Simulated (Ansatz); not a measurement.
Computed properties of CdS

```
Cd S
1.0
     4.98494    0.00000    0.00000
     0.00000    4.98494    0.00000
     0.00000    0.00000    3.87177
Cd S
2 2
Direct
  0.00000 0.50000 0.13689
  0.50000 0.00000 0.86311
  0.00000 0.00000 0.00000
  0.50000 0.50000 0.00000
```

Atom numbers follow the list: Cd1, Cd2, S3, S4.

The cell was built from the PbO type and relaxed in the same program, and has space group P4/nmm; it needn't be a known or the stable phase.

Levels of theory: DFT, LDA, all-electron LAPW, scalar-relativistic (Ansatz 0.2.0); DFT, LDA, PAW with Ansatz's default frozen-core files, scalar-relativistic (Ansatz 0.2.0).

For LAPW: a Γ-centred 10×10×8 k mesh, Fermi–Dirac smearing of 0.08 eV, basis error target 1 meV/atom, no spin polarisation. PAW takes a cutoff of 420 eV at this cell (files made with PBE, cores remade for this functional). The Ansatz runs share mesh, smearing and spin set-up. Values come from LAPW unless marked.

- Band gap: none: bands cross the Fermi level, a metal
- Density of states at the Fermi level (0.2 eV bin): 0.91 states/eV per cell
- Löwdin charges (with 0.37 e of the cell spilling out of the atomic basis, so their sizes and signs hang on that basis): Cd1 1.20, S3 -1.01 e
- Bader charges (from the PAW run): Cd1 +0.78, S3 -0.78 e
- Volume per atom: 24.05 Å³
- Pressure at this cell: 0.02 GPa
